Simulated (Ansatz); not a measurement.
# Ni: which magnetic state does the SCF reach?, part 2 of 2

How much does the result for Ni depend on the starting moments? The same cell is run from several starts. We look at Ni: its experimental structure (space group Fm-3m, primitive cell doubled), with 2 atoms per cell. Source: COD entry 9012987; the sample's temperature and pressure aren't taken into account.

Ansatz 0.2.0; DFT PBE, PAW, plane waves, scalar-relativistic. The steps go on from the part before.

### 8 A moment on one site alone, plain SCF

File input.yaml:

```yaml
crystal:
  lattice:
    - [0.0, -1.7678, -1.7678]
    - [-3.5356, -1.7678, -1.7678]
    - [0.0, 1.7678, -1.7678]
  atoms:
    - { symbol: Ni, position: [0.0, 0.0, 0.0], spin: 2.0 }
    - { symbol: Ni, position: [0.0, 0.5, 0.5] }
magnetization:
  spin_polarized: true
hamiltonian:
  xc: pbe
  pseudopotentials: { kind: paw }
basis:
  ecutwfc: 420
kpoints:
  mp_grid: { grid: [15, 9, 12] }
scf:
  occupations: { method: fermi_dirac, width: 0.1 }
  lower_state_search: "off"
output:
  forces: true
  stress: true
  write_density: true
  write_potential: true
  elf: true
  volumetric_format: npy
```

Started as:

```bash
ansatz run input.yaml --threads 2 --pin off --max-ram 5120MiB --backend cpu --events-out ev --progress --plain --runs-dir out
```

Output, cut to the lines that bear on the results:

```text
[... 18 lines as in an earlier run ...]
Starting moments: Σ|m| = 2 μB on 1 of 2 sites
[... 2 lines as in an earlier run ...]
SCF iter   1: F=—  HF=-11679.263099 eV  |F-HF|=—  |Δ(HF+E_count)|=         —  Δρ=1.13e-1 (↑1.13e-1 ↓3.81e-2)  dr2=2.29e0  dr2_m=8.36e-1  M=1.425 μB ∫|m|=1.533 μB  β_m=0.30  ethr=3.10e-3  ⟨swp⟩=4.8  Hψ=78856  notcnv=0
[...]
spin-set hold released at iteration 5 (the charge has settled, or the pull on large starting moments outlasts its swing): the magnetisation degrees of freedom join the quasi-Newton model from the next iteration; the mixer history was flushed
[...]
SCF iter  23: F=-11679.494649 eV  HF=-11679.494649 eV  |F-HF|=9.09e-12  |Δ(HF+E_count)|=   1.38e-9  Δρ=1.04e-6 (↑1.04e-6 ↓6.41e-7)  dr2=6.93e-11  dr2_m=1.22e-10  M=1.274 μB ∫|m|=1.454 μB  ethr=1.68e-10  ⟨swp⟩=5.2  Hψ=118291  notcnv=0
[...]
SCF converged after 23 iterations
Magnetization: 1.2736 μB (18.6368 up, 17.3632 down)
Absolute magnetization: 1.4555 μB (∫|ρ↑−ρ↓|, with the PAW one-centre terms)
Spin contamination: 0.0144 ħ² per cell (⟨S²⟩ above its minimum at these occupations)
Per-site moments (μB) at R_I (Å): [(0.6753788421402236, 1.0312692784198025), (0.6753811966402272, 1.0312692784198025)]
Free energy (F): -11679.494649 eV
[...]
E sigma→0 (E₀):  -11679.440732 eV
Entropy (-TS):   -0.107834 eV (-53.917 meV/atom)
Fermi energy:    17.826705 eV
[... 29 lines left out: energy terms, forces, stress, bands ...]
```

Wall time 43 s (2 threads of Arm Neoverse V1, shared host); peak memory 0.61 GiB.

This is the state of step 2 again (ferromagnetic), after 23 iterations.

### 9 Parallel moments, Broyden mixing, no switch to direct minimisation

input.yaml: that of step 8 with these lines changed.

```diff
@@ -7,3 +7,3 @@
     - { symbol: Ni, position: [0.0, 0.0, 0.0], spin: 2.0 }
-    - { symbol: Ni, position: [0.0, 0.5, 0.5] }
+    - { symbol: Ni, position: [0.0, 0.5, 0.5], spin: 2.0 }
 magnetization:
@@ -20,2 +20,4 @@
   lower_state_search: "off"
+  algorithm: density_mixing
+  mixing: { algorithm: broyden, beta: 0.3 }
 output:
@@ -23,5 +25 @@
   stress: true
-  write_density: true
-  write_potential: true
-  elf: true
-  volumetric_format: npy
```

Started as:

```bash
ansatz run input.yaml --threads 2 --pin off --max-ram 5120MiB --backend cpu --events-out ev --progress --plain --runs-dir out
```

Output, cut to the lines that bear on the results:

```text
[... 18 lines as in an earlier run ...]
Starting moments: Σ|m| = 4 μB on 2 of 2 sites
[... 3 lines as in an earlier run ...]
SCF iter   1: F=—  HF=-11678.942184 eV  |F-HF|=—  |Δ(HF+E_count)|=         —  Δρ=1.28e-1 (↑1.14e-1 ↓1.28e-1)  dr2=2.63e-2  dr2_m=2.96e0  M=1.865 μB ∫|m|=2.080 μB  β_m=0.56  ethr=7.31e-5  ⟨swp⟩=1.0  Hψ=112198  notcnv=0
[...]
[... 1 line as in an earlier run ...]
[...]
SCF iter  14: F=-11679.494649 eV  HF=-11679.494649 eV  |F-HF|=9.86e-10  |Δ(HF+E_count)|=   6.54e-7  Δρ=5.86e-6 (↑5.86e-6 ↓4.20e-6)  dr2=4.88e-10  dr2_m=4.78e-9  M=1.274 μB ∫|m|=1.454 μB  ethr=1.13e-11  ⟨swp⟩=4.0  Hψ=74530  notcnv=0
[...]
this state was not tested for a lower state beside it, because the mixer in use, unlike msr1, does not test its closes by its own steps (another_mixer; see scf.mixing.algorithm and scf.lower_state_search)
SCF converged after 14 iterations
Magnetization: 1.2736 μB (18.6368 up, 17.3632 down)
Absolute magnetization: 1.4555 μB (∫|ρ↑−ρ↓|, with the PAW one-centre terms)
Spin contamination: 0.0144 ħ² per cell (⟨S²⟩ above its minimum at these occupations)
Per-site moments (μB) at R_I (Å): [(0.6753621492339891, 1.0312692784198025), (0.6753621492339889, 1.0312692784198025)]
Free energy (F): -11679.494649 eV
[...]
E sigma→0 (E₀):  -11679.440731 eV
Entropy (-TS):   -0.107835 eV (-53.918 meV/atom)
Fermi energy:    17.826685 eV
[... 24 lines left out: energy terms, forces, stress ...]
```

Wall time 31 s (2 threads of Arm Neoverse V1, shared host); peak memory 0.6 GiB.

Nothing new: the 14 iterations lead to the state found in step 2 (ferromagnetic).

### 10 The runs side by side

```
step  iterations  state  moments of Ni1 Ni2 (μB)  total (μB)  gap (eV)  pressure (GPa)  above lowest (meV/atom)
   2          10      1                0.68 0.68        1.27      none            -2.4                      0.0
   3          14      2                0.00 0.00        0.00      none            -3.4                     35.8
   4           6      2                0.00 0.00        0.00      none            -3.4                     35.8
   5          10      1                0.68 0.68        1.27      none            -2.4                      0.0
   6          17      1                0.68 0.68        1.27      none            -2.4                      0.0
   7          14      1                0.68 0.68        1.27      none            -2.4                      0.0
   8          23      1                0.68 0.68        1.27      none            -2.4                      0.0
   9          14      1                0.68 0.68        1.27      none            -2.4                      0.0
```

States are numbered from the lowest. Starts by step: 2 parallel moments, plain SCF; 3 opposed moments +-, plain SCF; 4 no spin polarisation; 5 spin on, no moments given (the program may seed its own), plain SCF; 6 parallel moments scaled by 0.1, plain SCF; 7 moments ++ scaled by 0.65, plain SCF; 8 a moment on one site alone, plain SCF; 9 parallel moments, Broyden mixing, no switch to direct minimisation.

The 8 runs of this session took 3.6 min in all, from 6.5 s to 43 s each.

Decimal logarithm of the largest residual (eV) by iteration, counted through all cycles of a run (7 of the 8 runs):

```csv
iteration,step 2,step 3,step 4,step 5,step 6,step 7,step 8
1,0.5,0.6,-3.7,0.8,-0.8,-0.3,0.4
2,0.3,0.5,-4.2,-0.4,-1.5,-0.5,0.8
3,-1.1,-0.6,-6.2,-0.6,-1.8,-0.7,0.1
4,-2.0,-0.8,-6.8,-0.6,-1.9,-1.0,0.1
5,-3.0,-2.1,-7.8,-2.6,-1.9,-1.2,-0.1
7,-5.2,-3.7,-,-3.3,-2.1,-1.6,1.3
9,-7.4,-4.0,-,-6.0,-2.5,-3.5,-0.6
11,-,-6.3,-,-,-2.3,-3.5,-1.9
13,-,-8.2,-,-,-1.6,-7.7,-1.9
15,-,-,-,-,-4.5,-,-2.5
17,-,-,-,-,-8.4,-,-3.4
19,-,-,-,-,-,-,-4.7
21,-,-,-,-,-,-,-5.9
23,-,-,-,-,-,-,-9.9
```

### 11 Results

The summary covers parts 1 to 2.

| quantity | value |
| --- | --- |
| distinct states | 2 from 8 converged runs |
| lowest state from plain starts | ferromagnetic |
| its moments | Ni1 0.68, Ni2 0.68 μB |
| total moment | 1.27 μB per cell |
| gap on the k-mesh | none |
| pressure | -2.4 GPa |
| largest force | 0.000 eV/Å |
| next state | non-magnetic, 35.8 meV/atom higher |

**Reading.** The 8 converged runs end in 2 distinct states. Switching spin polarisation off costs 35.8 meV/atom in free energy, smearing entropy included. A lower state than any found can't be excluded. The mesh has less symmetry than the lattice, which lowers the symmetry of the run.
